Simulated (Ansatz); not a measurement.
# NbH2: the cost of one run

Program: Ansatz 0.2.0. Level of theory: DFT r2SCAN, scalar-relativistic, plane waves, PAW. These are calculated values, not measurements.

2 further runs of the same task are left out: 2 set aside as unsound or not needed.

### 1 Starting point

The structure is cubic, space group Fm-3m (No. 225). Conventional cell: a = 4.547 Å, b = 4.547 Å, c = 4.547 Å, α = 90.00°, β = 90.00°, γ = 90.00°. Nb (site symmetry m-3m) is surrounded by 8 H at 1.97 Å. H (site symmetry -43m) is surrounded by 4 Nb at 1.97 Å.

Coordinates:

```xyz
6
Lattice="2.2734 2.2734 0.0000 -2.2734 2.2734 0.0000 0.0000 0.0000 4.5468" Properties=species:S:1:pos:R:3 pbc="T T T"
Nb    0.0000    0.0000    0.0000
Nb    0.0000    2.2734    2.2734
H    -1.1367    1.1367    3.4101
H     1.1367    1.1367    3.4101
H     1.1367    1.1367    1.1367
H    -1.1367    1.1367    1.1367
```

The unstrained cell comes from an earlier run at this level (6 atoms, E(σ→0) -9192.6622 eV, gap none (metal)).

### 2 At -1.5 %

Input file input.yaml:

```yaml
crystal:
  lattice:
    - [2.2734030828, 2.2734030828, 0.0]
    - [-2.2734030828, 2.2734030828, 0.0]
    - [0.0, 0.0, 4.4786040732]
  atoms:
    - { symbol: Nb, position: [0.0, 0.0, 0.0] }
    - { symbol: Nb, position: [0.5, 0.5, 0.5] }
    - { symbol: H, position: [0.0, 0.5, 0.75] }
    - { symbol: H, position: [0.5, 0.0, 0.75] }
    - { symbol: H, position: [0.5, 0.0, 0.25] }
    - { symbol: H, position: [0.0, 0.5, 0.25] }
basis:
  ecutwfc: 500
kpoints:
  mp_grid: { grid: [12, 12, 8] }
hamiltonian:
  xc: r2scan
scf:
  occupations: { method: gaussian, width: 0.1 }
output:
  forces: true
  stress: true
  eigenvalues: true
```

Run with:

```bash
> ansatz run input.yaml --threads 1 --pin off --max-ram 2560MiB --backend cpu --events-out ev --progress --plain --runs-dir out
```

What time and memory should one allow on 1 thread of Intel Xeon at 2.70GHz, shared host?

About 22 s, with a peak of 0.52 GiB.
